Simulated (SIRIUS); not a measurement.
A run of SIRIUS 7.12.0 is set up as follows.

Contents of sirius.json:

```json
{
  "control": {
    "processing_unit": "cpu",
    "verbosity": 2,
    "num_bands_to_print": 17,
    "print_forces": true,
    "print_stress": true
  },
  "parameters": {
    "electronic_structure_method": "pseudopotential",
    "xc_functionals": ["XC_GGA_X_SOGGA11", "XC_GGA_C_SOGGA11"],
    "gk_cutoff": 9.6,
    "pw_cutoff": 19.2,
    "ngridk": [13, 13, 13],
    "shiftk": [0, 0, 0],
    "smearing": "fermi_dirac",
    "smearing_width": 0.0018374661,
    "num_bands": 17,
    "num_mag_dims": 0,
    "num_dft_iter": 100,
    "energy_tol": 1e-08,
    "density_tol": 1e-06
  },
  "iterative_solver": {
    "type": "davidson",
    "min_tolerance": 1e-10
  },
  "mixer": {
    "type": "anderson",
    "beta": 0.7,
    "max_history": 8
  },
  "settings": {
    "tol_ne": 1e-10,
    "pseudo_grid_cutoff": 6.5
  },
  "unit_cell": {
    "lattice_vectors": [
      [0.0, 3.415679970261, 3.415679970261],
      [3.415679970261, 0.0, 3.415679970261],
      [3.415679970261, 3.415679970261, 0.0]
    ],
    "atom_coordinate_units": "lattice",
    "atom_types": ["Cu"],
    "atom_files": {
      "Cu": "Cu.json"
    },
    "atoms": {
      "Cu": [
        [0.0, 0.0, 0.0]
      ]
    }
  }
}
```

Potentials or basis: PseudoDojo 0.4.1 PBE standard (scalar relativistic).

Run with:

```console
$ upf_to_json Cu.upf
$ OMP_NUM_THREADS=1 sirius.scf --input=sirius.json --output=out.json --task=0
```

**Question.** What does it give for the pressure?

**Answer.** 4.9 GPa.

**Question.** Predict the band gap on the k mesh.

**Answer.** None (metal or under the smearing width).

Caveat: the potentials were made for another functional, which shifts forces and pressure.
